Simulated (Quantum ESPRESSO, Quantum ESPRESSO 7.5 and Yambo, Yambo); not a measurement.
# AlN (P6_3mc): a self-consistent loop beyond G0W0, cycle by cycle

Wanted: G0W0 and self-consistent gaps of AlN (P6_3mc), with the cost of the cycles.

Calculated with Quantum ESPRESSO 7.5 and Yambo 5.3.0; PBE and many-body steps on it, plane waves.

The database entry behind the starting cell differs from later determinations by our own check (inner coordinate u about 0.002 short), so it need not match the best structure at ambient conditions.

### Step 1. The starting structure

Symmetry: P6_3mc, No. 186, hexagonal system. The conventional cell has a = 3.113 Å, b = 3.113 Å, c = 4.981 Å, α = 90.00°, β = 90.00°, γ = 120.00°. Al has 4 N at 1.89 Å nearest. Nearest to N lie 4 Al at 1.89 Å. Farther neighbours and most contacts between anions are not listed.

The cell and positions come from the Crystallography Open Database and are kept as given unless a step says otherwise.

### Step 2. Empty states on the mesh, 3×3×4 mesh, 102 bands

This step: Quantum ESPRESSO 7.5; DFT, PBE, plane waves, norm-conserving pseudopotentials.

The sums over transitions need many empty states on a uniform mesh; this step solves for them.

File pw.in:

```
&control
  calculation = 'nscf'
  prefix = 'x'
  outdir = 'o'
  pseudo_dir = 'pseudo'
/
&system
  ibrav = 0
  nat = 4
  ntyp = 2
  ecutwfc = 72.0
  nbnd = 102
  force_symmorphic = .true.
/
&electrons
  conv_thr = 1e-9
  electron_maxstep = 80
  diago_full_acc = .true.
  diago_thr_init = 5e-6
/
ATOMIC_SPECIES
  Al 26.982 Al.upf
  N 14.007 N.upf
CELL_PARAMETERS angstrom
  3.1130000000 -0.0000000000 0.0000000000
  -1.5565000000 2.6959370820 0.0000000000
  0.0000000000 0.0000000000 4.9810000000
ATOMIC_POSITIONS crystal
  Al 0.3333333333 0.6666666667 0.0000000000
  Al 0.6666666667 0.3333333333 0.5000000000
  N 0.3333333333 0.6666666667 0.3800000000
  N 0.6666666667 0.3333333333 0.8800000000
K_POINTS automatic
  3 3 4 0 0 0
```

Run with:

```console
$ OMP_NUM_THREADS=1 mpirun -n 4 pw.x -nk 4 -in pw.in > pw.out
```

What it wrote:

```text
Program PWSCF v.7.5 starts

     This program is part of the open-source Quantum ESPRESSO suite
     for quantum simulation of materials; please cite
         "P. Giannozzi et al., J. Phys.:Condens. Matter 21 395502 (2009);
         "P. Giannozzi et al., J. Phys.:Condens. Matter 29 465901 (2017);
         "P. Giannozzi et al., J. Chem. Phys. 152 154105 (2020);
     in publications or presentations arising from this work. More details at

     Atomic positions and unit cell read from directory:
     o/x.save/

     Message from routine setup:
[...]
k = 0.0000 0.0000-0.3125 (  2858 PWs)   bands (ev):

[...]
83.1862  83.1862  83.1862  83.1862  83.5835  83.5835  84.7854  84.7854
    84.7854  84.7854  88.4196  88.4196  88.4196  88.4196  89.1691  89.1691
    89.9779  89.9779  89.9779  89.9779  91.1373  91.1373

          k = 0.0000 0.3849 0.0000 (  2892 PWs)   bands (ev):

     [... further k-points ...]

     highest occupied, lowest unoccupied level (ev):     7.1067   11.3272

     XML data file, pseudopotentials, collected wavefunctions

=------------------------------------------------------------------------------=
   JOB DONE.
=------------------------------------------------------------------------------=
```

Run time: 7.5 s. Hardware: 4 MPI ranks of Arm Neoverse V1, shared host; peak memory 0.29 GiB.

Numbers from this step:

```yaml
gap: 4.221 eV
k_of_the_valence_top: 0, 0, 0
k_of_the_conduction_bottom: 0, 0, 0
least_direct_gap: 4.221 eV
k_points_computed: 10
lowest_point_of_the_top_converged_band_above_the_valence_top: 84.0307 eV
```

On this mesh the gap is 4.221 eV.

The density comes from a self-consistent run that is not shown.

### Step 3. Conversion and set-up

This step: Yambo 5.3.0; conversion and set-up on PBE, plane waves, norm-conserving pseudopotentials.

The states are converted to the many-body program's format and the q mesh is built.

Run with:

```console
$ (cd o/x.save; p2y > p2y.log; mv SAVE ../..); yambo > setup.log
```

What it wrote:

```text
 Yambo, version 5.3.0

 [02] CORE Variables Setup
 =========================

  [02.01] Unit cells
  ==================

  Cell kind             :  HCP
  Atoms in the cell     :  Al  N
  number of Al atoms    :  2
  number of N  atoms    :  2

  List of atomic masses
  Mass of Al    :  26.98200
  Mass of N     :  14.00700

  List of atomic coordinates    : [cc]
  Al1       : -0.29414E-09   3.3964       0.0000      order 1
  Al2       :  2.941359  1.698194  4.706363  order 2
  N1       : -0.29414E-09   3.3964       3.5768      order 3
[...]
IBZ Q-points                                      :  10
 BZ  Q-points                                      :   36

 K/Q-points units:
 rlu = crystal or reduced units; cc = cartesian coordinates; iku = interal k-units

 Q [ 1]         [rlu]:  0.000000  0.000000  0.000000
 Q [ 2]         [rlu]:  0.000000  0.000000  0.250000
 Q [ 3]         [rlu]:  0.000000  0.000000 -0.500000
[...]
Q [ 8]         [rlu]:  0.333333  0.333333  0.250000
 Q [ 9]         [rlu]:  0.333333  0.333333 -0.500000
 Q [10]         [rlu]:  0.40821E-19 -0.33333      0.25000

  [03.01] X indexes
  =================

   [03.01.01] Sigma indexes
   ========================

 [06] Game Over & Game summary
```

Wall time 2.1 s (1 MPI rank); peak memory 0.23 GiB.

### Step 4. G0W0

G0W0 replaces the xc potential by the self-energy, built once from these orbitals. Only a window of levels is corrected, while the sums run over the empty bands that the input names.

This step: G0W0 on PBE, plane waves, norm-conserving pseudopotentials.

File gw1.in:

```
HF_and_locXC
gw0
dyson
ppa
em1d
rim_cut
RandQpts= 1000000
RandGvec= 1 RL
EXXRLvcs= 72 Ry
VXCRLvcs= 288 Ry
Chimod= "HARTREE"
% BndsRnXp
 1 | 102 |
%
NGsBlkXp= 9.5 Ry
% LongDrXp
 1 | 1 | 1 |
%
% GbndRnge
 1 | 102 |
%
DysSolver= "n"
ExtendOut
PPAPntXp= 27.21138 eV
% QPkrange
 1 | 10 | 3 | 14 |
%
```

Run with:

```console
$ OMP_NUM_THREADS=1 mpirun -n 4 yambo -F gw1.in -J gw1 -C gw1 > gw1.log
```

What it wrote:

```text
 Yambo, version 5.3.0

 [02] CORE Variables Setup
 =========================

  [... cell, symmetries and grids as in the set-up ...]

  [02.05] Energies & Occupations
  ==============================

  [X] === General ===
  [X] Electronic Temperature                        :  0.000000  0.000000 [eV K]
  [X] Bosonic    Temperature                        :  0.000000  0.000000 [eV K]
  [X] Finite Temperature mode                       : no
  [X] El. density                                   :  0.38275E+24 [cm-3]
  [X] Fermi Level                                   :  7.106664 [eV]

  [X] === Gaps and Widths ===
  [X] Conduction Band Min                           :  4.220509 [eV]
  [X] Valence Band Max                              :  0.000000 [eV]
  [X] Filled Bands                                  :   8
  [X] Empty Bands                                   :    9  102
  [X] Direct Gap                                    :  4.220509 [eV]
  [X] Direct Gap localized at k                     :  1
  [X] Indirect Gap                                  :  4.220509 [eV]
  [X] Indirect Gap between kpts                     :  1  1
  [X] Last valence band width                       :  2.371270 [eV]
  [X] 1st conduction band width                     :  3.218767 [eV]

 [03] Transferred momenta grid and indexing
 ==========================================

 IBZ Q-points                                      :  10
 BZ  Q-points                                      :   36

 K/Q-points units:
 rlu = crystal or reduced units; cc = cartesian coordinates; iku = interal k-units

 Q [ 1]         [rlu]:  0.000000  0.000000  0.000000
 Q [ 2]         [rlu]:  0.000000  0.000000  0.250000
 Q [ 3]         [rlu]:  0.000000  0.000000 -0.500000
 Q [ 4]         [rlu]: -0.40821E-19  0.33333       0.0000
 Q [ 5]         [rlu]: -0.40821E-19  0.33333      0.25000
 Q [ 6]         [rlu]: -0.40821E-19  0.33333     -0.50000
 Q [ 7]         [rlu]:  0.333333  0.333333  0.000000
 Q [ 8]         [rlu]:  0.333333  0.333333  0.250000
 Q [ 9]         [rlu]:  0.333333  0.333333 -0.500000
 Q [10]         [rlu]:  0.40821E-19 -0.33333      0.25000

 [04] Coloumb potential Random Integration (RIM)
 ===============================================

  [04.01] RIM initialization
  ==========================

  * Diagonal components only detected *

  8 x (sBL volume)        :  0.195400 [a.u.]
  sBZ random points       :  1000000
  Points outside the sBZ  :   7994252
  RL volume               :  0.879301 [a.u.]
  Integrated volume       :  0.879933 [a.u.]

  [04.02] RIM integrals
  =====================

  Gamma point sphere radius             :  0.105259 [a.u.]
  Points outside the sphere             :   811608
  [Int_sBZ(q=0) 1/q^2]*(Vol_sBZ)^(-1/3) =:  7.236165
                                 should be <:  7.795600

  Summary of Coulomb integrals for non-metallic bands |Q|[au] RIM/Bare

  Q [1] 0.100000E-4 0.928237 * Q [2] 0.166880 0.646012
  Q [3] 0.333760 0.872534 * Q [4] 0.411102 1.143679
  Q [10] 0.443682 1.087027 * Q [5] 0.443682 1.086663
  Q [6] 0.529529 1.022105 * Q [7] 0.712050 1.044470
  Q [8] 0.731344 1.037865 * Q [9] 0.786391 1.024498

 [05] Dipoles
 ============

  [05.01] Setup: observables and procedures
  =========================================

  [WARNING] [x,Vnl] slows the Dipoles computation. To neglect it rename the ns.kb_pp file

 [06] Dynamic Dielectric Matrix (PPA)
 ====================================

 [WR./gw1//ndb.pp]---------------------------------------------------------------
  Brillouin Zone Q/K grids (IBZ/BZ)                :   10   36   10   36
  RL vectors                                       :   3777 [WF]
  Coulomb cutoff potential                         : none
  Electronic Temperature                           :  0.000000 [K]
  Bosonic    Temperature                           :  0.000000 [K]
  PPA    diel. fun.  energies                      : Perdew, Burke & Ernzerhof(X)+Perdew, Burke & Ernzerhof(C)
[...]
X band range                                     :    1  102
  X e/h energy range                               : -1.000000 -1.000000 [eV]
  X Time ordering                                  : R
  X Hxc Kernel                                     : HARTREE
  X Drude frequency                                :  0.000000  0.000000
  X poles                                          :  100.0000 [o/o]
  RL vectors in the sum                            :   3777
  [r,Vnl] included                                 : yes
  Field direction                                  :  0.577350E-5  0.577350E-5  0.577350E-5
  BZ energy Double Grid                            : no
  BZ energy DbGd points                            : 0
  BZ Q point size factor                           : -1.000000
  X Optical Averaged directions                    : none

 [07] Local Exchange-Correlation + Non-Local Fock
 ================================================

 [VXC] Plane waves :  23187
 [EXS] Plane waves :  2875

 QP @ state[ 1 ] K range:   1  10
 QP @ state[ 1 ] b range:   3  14

 [xc] Functional : Perdew, Burke & Ernzerhof(X)+Perdew, Burke & Ernzerhof(C)
 [xc] LIBXC used to calculate xc functional
  PP Number of Atomic Species                      :  2
  NLCC RL compoments                               :  23187
  PP Number of Atomic Species                      :  2
  NLCC RL compoments                               :  23187

 [xc] E_xc :  -6.931593 [Ha]
      E_xc :  -13.86319 [Ry]

  Local XC kind (lXC) : Perdew, Burke & Ernzerhof(X)+Perdew, Burke & Ernzerhof(C)
  Non-Local XC kind (nlXC) : Hartree-Fock

  Corrections @ K [1] :  [eV]
 <3|nlXC|3> = -18.50954  0.10042E-16 <3|lXC|3> = -12.68621  0.18882E-15
 <4|nlXC|4> = -20.90314  0.36538E-16 <4|lXC|4> = -16.48961 -0.42418E-23
 <5|nlXC|5> = -20.90284 -0.22399E-16 <5|lXC|5> = -16.48961  0.12788E-23
 <6|nlXC|6> = -21.12511  0.25547E-16 <6|lXC|6> = -16.99289  0.16405E-22
 <7|nlXC|7> = -21.12511 -0.45541E-17 <7|lXC|7> = -16.99289 -0.14938E-23
 <8|nlXC|8> = -20.86447  0.20520E-16 <8|lXC|8> = -17.08523  0.21215E-21
[...]
Corrections @ K [2] :  [eV]
[...]
Corrections @ K [3] :  [eV]
[...]
Corrections @ K [4] :  [eV]
[...]
Corrections @ K [5] :  [eV]
[...]
[... 4 further k-points ...]
  Corrections @ K [10] :  [eV]
[...]
<12|nlXC|12> = -5.319749 -0.15165E-17 <12|lXC|12> = -11.14118  0.18882E-15
 <13|nlXC|13> = -5.821700  0.45643E-18 <13|lXC|13> = -12.09921  0.47198E-16
 <14|nlXC|14> = -4.133731 -0.35919E-17 <14|lXC|14> = -9.985946  0.47204E-16

  [07.01] Hartree-Fock occupations report
  =======================================

  [Hartree-Fock] === General ===
  [Hartree-Fock] Electronic Temperature             :  0.000000  0.000000 [eV K]
  [Hartree-Fock] Bosonic    Temperature             :  0.000000  0.000000 [eV K]
  [Hartree-Fock] Finite Temperature mode            : no
  [Hartree-Fock] El. density                        :  0.38275E+24 [cm-3]
  [Hartree-Fock] Fermi Level                        :  7.106664 [eV]

  [Hartree-Fock] === Gaps and Widths ===
  [Hartree-Fock] Conduction Band Min                :  8.858121 [eV]
  [Hartree-Fock] Valence Band Max                   : -3.779240 [eV]
  [Hartree-Fock] Filled Bands                       :   8
  [Hartree-Fock] Empty Bands                        :    9  102
  [Hartree-Fock] Direct Gap                         :  12.63736 [eV]
  [Hartree-Fock] Direct Gap localized at k          :  1
  [Hartree-Fock] Indirect Gap                       :  12.63736 [eV]
  [Hartree-Fock] Indirect Gap between kpts          :  1  1
  [Hartree-Fock] Last valence band width            :  3.268973 [eV]
  [Hartree-Fock] 1st conduction band width          :  3.860562 [eV]

 [08] Dyson equation: Newton solver
 ==================================

  [08.01] G0W0 (W PPA)
  ====================

  [  GW  ] Bands range     :    1  102
  [GW/PPA] G damping       :  0.100000 [eV]

  QP @ state[ 1 ] K range:   1  10
  QP @ state[ 1 ] b range:   3  14

   Sc/G bands                                       :    1  102
   Sc/G damping                                     :  0.100000 ev
   Sc bands terminator                              : no
   Sx RL components                                 :  2875

   QP @ state[ 1 ] K range                          :   1  10
   QP @ state[ 1 ] b range                          :   3  14
   GF energies kind                                 : Perdew, Burke & Ernzerhof(X)+Perdew, Burke & Ernzerhof(C)
   GF WF`s kind                                     : Perdew, Burke & Ernzerhof(X)+Perdew, Burke & Ernzerhof(C)
   Xs energies kind                                 : Perdew, Burke & Ernzerhof(X)+Perdew, Burke & Ernzerhof(C)
   Xs WF`s kind                                     : Perdew, Burke & Ernzerhof(X)+Perdew, Burke & Ernzerhof(C)

 [11] Game Over & Game summary
```

It took 2.2 min on 4 MPI ranks; peak memory 1.4 GiB.

This step gave:

- G0W0 gap on the mesh: 5.503 eV
- starting gap on the mesh: 4.221 eV
- k of the valence top: 0, 0, 0
- k of the conduction bottom: 0, 0, 0
- least direct G0W0 gap on the computed points: 5.503 eV
- Z at the valence top: 0.7961
- Z at the conduction bottom: 0.8217

The gap on the mesh goes from 4.22 eV to 5.50 eV, a correction of +1.28 eV.

### Step 5. evGW0, cycle 1

This step: evGW0 on PBE, plane waves, norm-conserving pseudopotentials.

gw2.in, as its differences from gw1.in of step 4:

```diff
@@ -27 +27,2 @@
 %
+GfnQPdb= "E < ./gw1/ndb.QP"
```

Run with:

```console
$ OMP_NUM_THREADS=1 mpirun -n 4 yambo -F gw2.in -J gw2,gw1_W -C gw2 > gw2.log
```

What it wrote:

```text
 Yambo, version 5.3.0

 [02] CORE Variables Setup
 =========================

  [... cell, symmetries and grids as in the set-up ...]

  [02.05] Energies & Occupations
  ==============================

  [X] === General ===
  [X] Electronic Temperature                        :  0.000000  0.000000 [eV K]
  [X] Bosonic    Temperature                        :  0.000000  0.000000 [eV K]
  [X] Finite Temperature mode                       : no
  [X] El. density                                   :  0.38275E+24 [cm-3]
  [X] Fermi Level                                   :  7.106664 [eV]

  [X] === Gaps and Widths ===
  [X] Conduction Band Min                           :  4.220509 [eV]
  [X] Valence Band Max                              :  0.000000 [eV]
  [X] Filled Bands                                  :   8
  [X] Empty Bands                                   :    9  102
  [X] Direct Gap                                    :  4.220509 [eV]
  [X] Direct Gap localized at k                     :  1
  [X] Indirect Gap                                  :  4.220509 [eV]
  [X] Indirect Gap between kpts                     :  1  1
  [X] Last valence band width                       :  2.371270 [eV]
  [X] 1st conduction band width                     :  3.218767 [eV]

 [03] Transferred momenta grid and indexing
 ==========================================

 IBZ Q-points                                      :  10
 BZ  Q-points                                      :   36

 K/Q-points units:
 rlu = crystal or reduced units; cc = cartesian coordinates; iku = interal k-units

 Q [ 1]         [rlu]:  0.000000  0.000000  0.000000
 Q [ 2]         [rlu]:  0.000000  0.000000  0.250000
 Q [ 3]         [rlu]:  0.000000  0.000000 -0.500000
[...]
[G+QP] Direct Gap                                 :  5.502544 [eV]
  [G+QP] Direct Gap localized at k                  :  1
  [G+QP] Indirect Gap                               :  5.502544 [eV]
  [G+QP] Indirect Gap between kpts                  :  1  1
  [G+QP] Last valence band width                    :  2.800479 [eV]
  [G+QP] 1st conduction band width                  :  3.388625 [eV]

  [coarse-grid] Minimum Bare Gap        [ev]:  4.220509
  [coarse-grid] Minimum Gap Correction  [ev]:  1.282034

  Eqp @ K [ 1]
  -17.22620 -14.79357  -6.78750  -1.05163  -1.05112  -0.27027  -0.27034   0.00000
    5.50254   7.96497  12.52395  12.45968  12.45985  14.49037  14.86890  14.86890
  Eqp @ K [ 2]
  -16.95819 -15.28487  -5.90479  -1.38693  -0.94397  -0.94336  -0.39037  -0.39117
[...]
Eqp @ K [ 3]
[...]
Eqp @ K [ 8]
[...]
Eqp @ K [ 9]
[...]
8.89117   8.89110   9.14513   9.14524  13.86577  13.86560  15.62019  15.62019
    6.85487   7.90098  10.40244  11.66106  12.85879  13.32397  14.03747  15.89286

 [07] Dipoles
 ============

  [07.01] Setup: observables and procedures
  =========================================

 [08] Dynamic Dielectric Matrix (PPA)
 ====================================

   Sc/G bands                                       :    1  102
   Sc/G damping                                     :  0.100000 ev
   Sc bands terminator                              : no
   Sx RL components                                 :  2875

   QP @ state[ 1 ] K range                          :   1  10
   QP @ state[ 1 ] b range                          :   3  14
   GF energies kind                                 : Perdew, Burke & Ernzerhof(X)+Perdew, Burke & Ernzerhof(C)+ E < ./gw1/ndb.QP + @E Fit
   GF WF`s kind                                     : Perdew, Burke & Ernzerhof(X)+Perdew, Burke & Ernzerhof(C)
   Xs energies kind                                 : Perdew, Burke & Ernzerhof(X)+Perdew, Burke & Ernzerhof(C)
   Xs WF`s kind                                     : Perdew, Burke & Ernzerhof(X)+Perdew, Burke & Ernzerhof(C)

 [13] Game Over & Game summary
```

Run time: 2 min. Hardware: 4 MPI ranks; peak memory 1.4 GiB.

This step gave:

* quasiparticle gap on the mesh: 5.675 eV
* gap of the density functional on the mesh: 4.221 eV
* k of the valence top: 0, 0, 0
* k of the conduction bottom: 0, 0, 0
* least direct quasiparticle gap on the computed points: 5.675 eV
* Z at the valence top: 0.8013
* Z at the conduction bottom: 0.8349

Against G0W0 in Yambo (3×3×4 mesh, 102 bands, screening to 129.3 eV, Godby-Needs plasmon pole), the gap moves by +0.172 eV.

The program's own table gives 5.887 eV, which is too large where the input levels are shifted: this version takes Σc at the unshifted level E₀, yet steps from the shifted one. The value above is the Newton step from E₀, E₀ + Z(Σc + Σx − Vxc), rebuilt from the printed columns.

### Step 6. evGW0, cycle 2

The corrected levels of the last cycle go back in.

gw3.in, as its differences from gw2.in of step 5:

```diff
@@ -27,2 +27,2 @@
 %
-GfnQPdb= "E < ./gw1/ndb.QP"
+GfnQPdb= "E < ./gw2_fix/ndb.QP"
```

Run with:

```console
$ OMP_NUM_THREADS=1 mpirun -n 4 yambo -F gw3.in -J gw3,gw1_W -C gw3 > gw3.log
```

What it wrote:

```text
 Yambo, version 5.3.0

 [02] CORE Variables Setup
 =========================

  [... cell, symmetries and grids as in the set-up ...]

  [02.05] Energies & Occupations
  ==============================

  [X] === General ===
  [X] Electronic Temperature                        :  0.000000  0.000000 [eV K]
  [X] Bosonic    Temperature                        :  0.000000  0.000000 [eV K]
  [X] Finite Temperature mode                       : no
  [X] El. density                                   :  0.38275E+24 [cm-3]
[...]
Sx RL components                                 :  2875

   QP @ state[ 1 ] K range                          :   1  10
   QP @ state[ 1 ] b range                          :   3  14
   GF energies kind                                 : Perdew, Burke & Ernzerhof(X)+Perdew, Burke & Ernzerhof(C)+ E < ./gw1/ndb.QP + @E Fit+ E < ./gw2_fix/
   GF WF`s kind                                     : Perdew, Burke & Ernzerhof(X)+Perdew, Burke & Ernzerhof(C)
   Xs energies kind                                 : Perdew, Burke & Ernzerhof(X)+Perdew, Burke & Ernzerhof(C)
   Xs WF`s kind                                     : Perdew, Burke & Ernzerhof(X)+Perdew, Burke & Ernzerhof(C)

 [13] Game Over & Game summary
```

Wall time 2 min (4 MPI ranks); peak memory 1.4 GiB; 7.8 min of CPU time.

Numbers from this step:

```yaml
quasiparticle_gap_on_the_mesh: 5.698 eV
gap_of_the_density_functional_on_the_mesh: 4.221 eV
k_of_the_valence_top: 0, 0, 0
k_of_the_conduction_bottom: 0, 0, 0
least_direct_quasiparticle_gap_on_the_computed_points: 5.698 eV
```

Against the cycle before, the gap moves by +0.023 eV.

The program's own table gives 5.935 eV, which is too large where the input levels are shifted: this version takes Σc at the unshifted level E₀, yet steps from the shifted one. The value above is the Newton step from E₀, E₀ + Z(Σc + Σx − Vxc), rebuilt from the printed columns.

(Part 1 of 2 ends here.)

[Paths, hosts, dates, memory and timing lines, banners, echoed tables and standing remarks are left out of the program output.]

[Logs are printed without paths, hosts, clocks, repeated set-up lines and the standing remarks that a program may print on its own settings, such as how far it seeks lower states.]

[Runs of the session that timed out or met a known fault of the program may be left out.]

[Hosts, paths, dates, database ids (printed as entryN), source tags and the programs' standing remarks are cut or masked in the printed files.]
